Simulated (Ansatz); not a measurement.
**Moment against volume in Eu (Fm-3m)**

```
Eu
1.0
     0.00000    2.78930    2.78930
     2.78930    0.00000    2.78930
     2.78930    2.78930    0.00000
Eu
1
Direct
  0.00000 0.00000 0.00000
```

The reference geometry is a structure from the Materials Project; nothing is relaxed.

Common settings: PBE, 9×9×9 k mesh, Fermi–Dirac smearing of 0.08 eV. PAW means Ansatz 0.2.0 on its default frozen-core files; LAPW is all-electron LAPW in Ansatz 0.2.0. Site moments are integrated in spheres about the atoms, whose radii differ between the methods. Start moments of the first PAW run (μB): Eu 7.

The cell shown is scaled evenly to other volumes, and every spin-polarised run starts from the same moments.

The search for lower states is left at its default.

| V/V₀ | Å³/atom | M PAW (μB/cell) | M LAPW (μB/cell) | largest site moment, PAW (μB) | P PAW (GPa) | P LAPW (GPa) | F − F(unpolarised), PAW (meV/atom) |
| --- | --- | --- | --- | --- | --- | --- | --- |
| 0.66 | 28.65 | 7.38 | 7.39 | 7.04 | 10.6 | 10.8 | ? |
| 0.74 | 32.12 | 7.48 | – | 7.11 | 6.1 | – | -6667 |
| 0.8 | 34.72 | 7.49 | – | 7.13 | 3.6 | – | -6787 |
| 0.86 | 37.33 | 7.48 | 7.48 | 7.14 | 1.9 | 1.9 | -6882 |
| 0.92 | 39.93 | 7.47 | – | 7.14 | ? | – | -6960 |
| 0.96 | 41.67 | 7.45 | 7.45 | 7.14 | 0.0 | 0.1 | -7005 |
| 1 | 43.40 | 7.43 | 7.43 | 7.14 | -0.5 | -0.5 | -7045 |
| 1.04 | 45.14 | 7.42 | – | 7.14 | -1.0 | – | -7082 |
| 1.1 | 47.74 | 7.41 | 7.41 | 7.15 | -1.5 | -1.5 | -7130 |
| 1.25 | 54.25 | 7.39 | 7.39 | 7.16 | -2.3 | -2.3 | ? |

Task: What belongs in the row "0.92", column "P PAW (GPa)"?

Result: 0.6.

Task: What belongs in the row "0.66", column "F − F(unpolarised), PAW (meV/atom)"?

Result: -6451.

Task: What belongs in the row "1.25", column "F − F(unpolarised), PAW (meV/atom)"?

Result: -7228.

The moments survive down to the smallest volume, V/V₀ = 0.66 at 11 GPa, where the largest is 7.04 μB.

Task: Fit a third-order Birch–Murnaghan equation to the PAW pressures of the magnetic runs between 0.85 and 1.11 V₀. What are the zero-pressure volume and bulk modulus?

Result: V = 41.64 Å³/atom (0.959 V₀), B = 14 GPa, B′ = 3.5, with a worst miss of 0.01 GPa. Cell shape and inner coordinates are held, so these aren't the relaxed crystal's values unless symmetry fixes them.

Without U a semilocal functional puts the f levels too near the Fermi level, which can change moments and the order of magnetic states; site and cell moments are spin moments.  Spin–orbit coupling is left out although heavy atoms are present. In at least one run the program's final test of stability wasn't made or came to no verdict. With open f shells a run can end in a state that isn't the lowest. These are results for the start and cell typed. The real compound can order otherwise, in a larger cell, or not at all, since semilocal functionals at zero temperature often overstate magnetism.
